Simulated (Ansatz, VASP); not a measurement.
## One calculation of NaCl, two programs

```
Na Cl
1.0
     0.00000    2.80270    2.80270
     2.89491    0.00000    2.80270
     2.89491    2.80270    0.00000
Na Cl
1 1
Direct
  0.00000 0.00000 0.00000
  0.50000 0.50000 0.50000
```

Change from the starting cell: uniaxial_x strain +3.3%.

Alike in both runs: task single point; functional PBE; k mesh 8 × 8 × 8; occupations fermi-dirac, width 0.02 eV; no spin polarisation.

```csv
,VASP,Ansatz
version,VASP 6.6.1,Ansatz 0.2.0
potentials or method,"VASP PAW PBE potentials, release 64 (Na_pv, Cl)","plane waves, PAW"
plane-wave cutoff (eV),520,420
valence electrons in the cell,14,16
```

VASP gave:

* gap on the k mesh at the Fermi level (eV): 5.04
* pressure (GPa): 0.4
* largest component of the traceless stress (GPa): 0.80

**Question.** Which values does Ansatz return?

**Answer.** gap on the k mesh at the Fermi level (eV): 5.04; pressure (GPa): 0.4; largest component of the traceless stress (GPa): 0.79.

The two sets of potentials don't hold the same shells in valence.

A k mesh can miss the band edges.
